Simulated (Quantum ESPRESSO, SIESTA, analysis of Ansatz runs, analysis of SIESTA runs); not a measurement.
# KI (Fm-3m):V_I, a ladder of methods on one cell (SIESTA), part 5 of 5

Question: at which Fermi levels does V_I in KI (Fm-3m) change its charge, and how much of the answer depends on the basis and the mesh? The model is a cell of 54 host atoms with 1 I taken out.

SIESTA 5.4.2; SIESTA numerical-orbital DFT, PBEsol, DZP basis, PseudoDojo 0.4.1 potentials converted to PSML; charged supercells in a uniform background, point-charge correction with alignment at far sites.

So far. Step 9 (SIESTA, PBEsol, TZP, mesh 300 Ry, energy shift 0.005 …): Against the first level the gap goes from 3.78 to 3.77 eV, and the level that moves most, (+1/0), from 3.03 to 3.01 eV. Step 10 (SIESTA, PBEsol, DZP, mesh 300 Ry, energy shift 0.005 …): Against the first level the gap goes from 3.78 to 3.78 eV, and the level that moves most, (+1/0), from 3.03 to 3.04 eV.

## Step 11: SIESTA, PBEsol, DZP, mesh 180 Ry, energy shift 0.005 Ry, with orbitals at the vacancy, k = ¼

Level of this step: SIESTA numerical-orbital DFT, PBEsol, DZP basis, PseudoDojo 0.4.1 potentials converted to PSML; single point of a defect supercell at fixed charge in a uniform background (SIESTA).

The real-space mesh goes from 300 to 180 Ry on the same structures. Too coarse a mesh makes energies depend on where atoms sit against the grid.

File defect.fdf:

```
SystemName                      K27I26
SystemLabel                     defect
NumberOfSpecies                 3
NumberOfAtoms                   54
%block ChemicalSpeciesLabel
  1   19 K
  2   53 I
  3  -53 I_ghost
%endblock ChemicalSpeciesLabel
LatticeConstant                 1.0 Ang
%block LatticeVectors
     0.000000000    10.627308000    10.627308000
    10.627308000     0.000000000    10.627308000
    10.627308000    10.627308000     0.000000000
%endblock LatticeVectors
AtomicCoordinatesFormat         Fractional
%block AtomicCoordinatesAndAtomicSpecies
    -0.000024653     0.001248294    -0.000831725  1
     0.167141999     0.166978175     0.166971683  2
    -0.000438446     0.000756589     0.333145468  1
[... 25 atom lines left out ...]
     0.499811664     0.500262108     0.836064928  2
[... 3 atom lines left out ...]
     0.500152296     0.834730536     0.499892588  2
[... 1 atom line left out ...]
     0.500467287     0.833068826     0.832955909  2
[... 9 atom lines left out ...]
     0.835810536     0.500942948     0.499163382  2
[... 1 atom line left out ...]
     0.833066238     0.499921476     0.832939584  2
[... 3 atom lines left out ...]
     0.832727583     0.833364715     0.501070026  2
[... 2 atom lines left out ...]
     0.500185334     0.499480832     0.499067909  3
%endblock AtomicCoordinatesAndAtomicSpecies
%block kgrid.MonkhorstPack
    1   0   0  0.25
    0   1   0  0.25
    0   0   1  0.25
%endblock kgrid.MonkhorstPack
XC.Functional                   GGA
XC.Authors                      PBEsol
PAO.BasisSize                   DZP
PAO.EnergyShift                 0.005 Ry
Mesh.Cutoff                     180 Ry
NetCharge                       -1.0
OccupationFunction              FD
ElectronicTemperature           0.01 eV
MaxSCFIterations                150
SCF.MustConverge                true
SCF.Mixer.Method                Pulay
SCF.Mixer.Weight                0.2
SCF.Mixer.History               10
SCF.DM.Tolerance                1.0e-4
SCF.H.Tolerance                 1.0e-3 eV
WriteForces                     true
Charge.Mulliken                 end
SaveRho                         true
SaveElectrostaticPotential      true
Charge.Hirshfeld                end
Charge.Voronoi                  end
```

Command:

```console
OMP_NUM_THREADS=1 siesta defect.fdf > defect.out
```

The program printed:

```text
Version         : 5.4.2

                           ***********************
                           *  WELCOME TO SIESTA  *
                           ***********************

[...]
reinit: Reading from file defect.fdf

reinit: -----------------------------------------------------------------------
reinit: System Name: K27I26
reinit: -----------------------------------------------------------------------
reinit: System Label: defect
reinit: -----------------------------------------------------------------------

initatom: Reading input for the pseudopotentials and atomic orbitals ----------
Species number:   1 Atomic number:   19 Label: K
Species number:   2 Atomic number:   53 Label: I
Species number:   3 Atomic number:  -53 Label: I_ghost (floating PAOs)

[... pseudopotential checks and orbital generation ...]

prinput: Basis input

PAO.BasisType split

%block ChemicalSpeciesLabel
    1   19 K                       # Species index, atomic number, species label
    2   53 I                       # Species index, atomic number, species label
    3  -53 I_ghost                 # Species index, atomic number, species label
%endblock ChemicalSpeciesLabel

%block PAO.Basis                 # Define Basis set
# WARNING: This information might be incomplete!
K                     4                    # Species label, number of l-shells
 n=3   0   1                         # n, l, Nzeta
   3.714
   1.000
 n=4   0   2                         # n, l, Nzeta
  10.978      8.237
   1.000      1.000
 n=3   1   1                         # n, l, Nzeta
   4.378
   1.000
 n=4   1   1                         # n, l, Nzeta
  10.978
   1.000
I                     2                    # Species label, number of l-shells
 n=5   0   2                         # n, l, Nzeta
[...]
1   -0.001416   -0.000854   -0.010741
     2   -0.005987   -0.008069   -0.009645
     3   -0.000311    0.006524   -0.004904
[...]
53    0.002435   -0.000516    0.004784
    54    0.000170    0.000612   -0.000089
   Tot    0.000382   -0.000492   -0.002738
   Max    0.016496
   Res    0.005606    sqrt( Sum f_i^2 / 3N )
   Max    0.016496    constrained
[...]
Stress tensor Voigt[x,y,z,yz,xz,xy] (kbar):       -1.06       -1.06       -1.06        0.12        0.12        0.12
(Free)E + p*V (eV/cell)   -31261.3376
Target enthalpy (eV/cell)   -31262.9250
[...]
siesta: Final energy (eV):
siesta:  Band Struct. =   -6984.643960
siesta:       Kinetic =    9758.218653
siesta:       Hartree =    7072.229119
siesta:         Exch. =   -6804.691922
siesta:         Corr. =    -654.753682
siesta:   Exch.-corr. =   -7459.445604
siesta:  Ion-electron =  -24298.531767
siesta:       Ion-ion =  -16335.395400
siesta:         Total =  -31262.924999
siesta:         Fermi =      -2.867990
[...]
siesta: Stress tensor (static) (eV/Ang**3):
siesta:    -0.000660    0.000073    0.000073
siesta:     0.000073   -0.000660    0.000073
siesta:     0.000073    0.000073   -0.000665
[...]
siesta: Cell volume =       2400.489430 Ang**3
[...]
siesta: Pressure (static):
siesta:                Solid            Molecule  Units
siesta:           0.00000720          0.00000873  Ry/Bohr**3
siesta:           0.00066127          0.00080195  eV/Ang**3
siesta:           1.05946947          1.28485867  kBar
[...]
mulliken: Qtot =      426.000

Mulliken Atomic Populations:
Atom #   charge [q] valence [e]  Species
     1     0.135451    8.864549  K
     2    -0.162273    7.162273  I
     3     0.109461    8.890539  K
     4    -0.162556    7.162556  I
     5     0.108993    8.891007  K
     6    -0.155712    7.155712  I
[...]
50     0.063328    8.936672  K
    51    -0.162663    7.162663  I
    52     0.147634    8.852366  K
    53    -0.161454    7.161454  I
    54     6.978321    0.021679  I_ghost
 Total     6.000000

[...]
Job completed
```

Run time: 72 s. Hardware: 1 MPI rank of Arm Neoverse V2, shared host; peak memory 1.1 GiB.

On the kept structures the largest force at this level is 0.04 eV/Å, so they are close to rest here too.

By state, in eV; the first energy still holds the atoms taken out or put in:

```csv
charge,moment (μB),"energy over the host, electrons at the valence top",point-charge term,potential shift at far sites,its spread,correction
−1,0,359.026,0.282,0.071,0.010,0.211
0,1,355.437,0.000,-,-,0.000
+1,0,352.100,0.282,0.025,0.031,0.306
```

Against the first level the gap goes from 3.78 to 3.78 eV, and the level that moves most, (0/−1), from 3.80 to 3.80 eV.

## Step 12: Side by side

Gap and levels in eV, each above its own valence top, and the processor time of the defect runs (shared machines); later rows of the first program name only what differs from the first row:

```
                                                                             level of method   gap  (+1/0)  (0/−1)           runs  core time
SIESTA, PBEsol, DZP, mesh 300 Ry, energy shift 0.005 Ry, with orbitals at the vacancy, k = ¼  3.78    3.03    3.80    relaxations     26 min
                                                                SIESTA, energy shift 0.02 Ry  3.81    2.99    3.79  single points    4.4 min
                                                                SIESTA, energy shift 0.01 Ry  3.81    3.03    3.80  single points    6.1 min
                                                               SIESTA, energy shift 0.002 Ry  3.80    3.01    3.81  single points     13 min
                                                                                 SIESTA, SZP  3.96    3.05    3.87  single points    6.4 min
                                                                                 SIESTA, TZP  3.77    3.01    3.80  single points     10 min
                                                     SIESTA, without orbitals at the vacancy  3.78    3.04    3.80  single points    7.6 min
                                                                         SIESTA, mesh 180 Ry  3.78    3.03    3.80  single points    4.5 min
```

Values below zero or above the gap of their row lie outside the gap.

Formation energies in eV with the Fermi level at the valence top and the elements as references, each run at its own level:

```
                                                                             level of method    +1     0    −1
SIESTA, PBEsol, DZP, mesh 300 Ry, energy shift 0.005 Ry, with orbitals at the vacancy, k = ¼  0.33  3.36  7.16
                                                                SIESTA, energy shift 0.02 Ry  0.85  3.84  7.63
                                                                SIESTA, energy shift 0.01 Ry  0.46  3.49  7.29
                                                               SIESTA, energy shift 0.002 Ry  0.33  3.34  7.15
                                                                                 SIESTA, SZP  0.44  3.50  7.37
                                                                                 SIESTA, TZP  0.34  3.35  7.15
                                                     SIESTA, without orbitals at the vacancy  0.39  3.43  7.23
                                                                         SIESTA, mesh 180 Ry  0.33  3.36  7.16
```

## Step 13: Outcome

| Property | Result |
| --- | --- |
| gap of the host (SIESTA, PBEsol) | 3.78 eV |
| largest shift of a level that keeps clear of the band edges, SIESTA, energy shift 0.02 Ry | 0.04 eV |
| largest shift of a level that keeps clear of the band edges, SIESTA, energy shift 0.01 Ry | 0.00 eV |
| largest shift of a level that keeps clear of the band edges, SIESTA, energy shift 0.002 Ry | 0.02 eV |
| largest shift of a level that keeps clear of the band edges, SIESTA, SZP | 0.02 eV |
| largest shift of a level that keeps clear of the band edges, SIESTA, TZP | 0.02 eV |
| largest shift of a level that keeps clear of the band edges, SIESTA, without orbitals at the vacancy | 0.01 eV |
| largest shift of a level that keeps clear of the band edges, SIESTA, mesh 180 Ry | 0.00 eV |
| level (plus 1/0), SIESTA, PBEsol, DZP, mesh 300 Ry, energy shift 0.005 Ry, with orbitals at the vacancy, k = ¼ | 3.03 eV above the valence top |
| level (0/minus 1), SIESTA, PBEsol, DZP, mesh 300 Ry, energy shift 0.005 Ry, with orbitals at the vacancy, k = ¼ | 3.80 eV above the valence top, near a band edge before or after the correction |

In words: At the level trusted most (SIESTA, PBEsol, DZP, mesh 300 Ry, energy shift 0.005 Ry, with orbitals at the vacancy, k = ¼) the charge changes at 3.03 eV (+1/0) above the valence top, in a gap of 3.78 eV. As the energy shift falls from 0.02 to 0.002 Ry, the formation energy at charge +1 goes 0.85, 0.46, 0.33, 0.33 eV; the last step changes it by 0.00 eV. The levels that keep clear of the band edges move by at most 0.04 eV (energy shift 0.02 Ry), 0.00 eV (energy shift 0.01 Ry), 0.02 eV (energy shift 0.002 Ry), 0.02 eV (SZP), 0.02 eV (TZP), 0.01 eV (without orbitals at the vacancy) and 0.00 eV (mesh 180 Ry). Of the charges placed (−1, 0 and +1), the lowest changes at 3.03 eV (+1/0) above the valence top, in a gap of 3.78 eV. (0/−1) reaches a band edge before or after the correction; the carrier may then sit in a band, where the point-charge correction doesn't apply and the value depends on how these k-points fill the band, which is not corrected here. No levels were formed for SIESTA numerical-orbital DFT, PBEsol, TZDP basis, PseudoDojo 0.4.1 potentials converted to PSML (a run was refused) and Quantum ESPRESSO plane-wave DFT, PBEsol, PseudoDojo 0.4.1 SR PBEsol standard potentials (a run crashed). The formation energy turns negative for some Fermi levels (K-rich), which would push the Fermi level away from there. Only the charges −1, 0 and +1 were placed; others may be stable too. SIESTA's default basis gives K no d functions, which their compounds' conduction bands and lattices need. The PseudoDojo potentials of I have no f projector, which tends to make their oxides and halides too large. Keep in mind: one k-point off the zone centre stands for the whole zone; PBEsol makes the gap too small and tends to spread out bound carriers; spin–orbit coupling, which can matter with heavy atoms, is left out.

[Logs are printed without paths, hosts, clocks, repeated set-up lines and the standing remarks that a program may print on its own settings, such as how far it seeks lower states.]

[Hosts, paths, dates, database ids (printed as entryN), source tags and the programs' standing remarks are cut or masked in the printed files.]

[For some hosts the program warned that the k-mesh of the response run may be too coarse for force constants and the static dielectric constant; such warnings are not shown here.]

[Charge tables in the logs are Mulliken or Hirshfeld populations, whose sizes and signs can differ; where basis functions stand at a vacancy, SIESTA counts their charge against the missing atom's valence.]

[In relaxation paths of CP2K, step 0 can be the structure after the first move, since the trajectory file begins there, and the last row can be the final structure solved once more.]
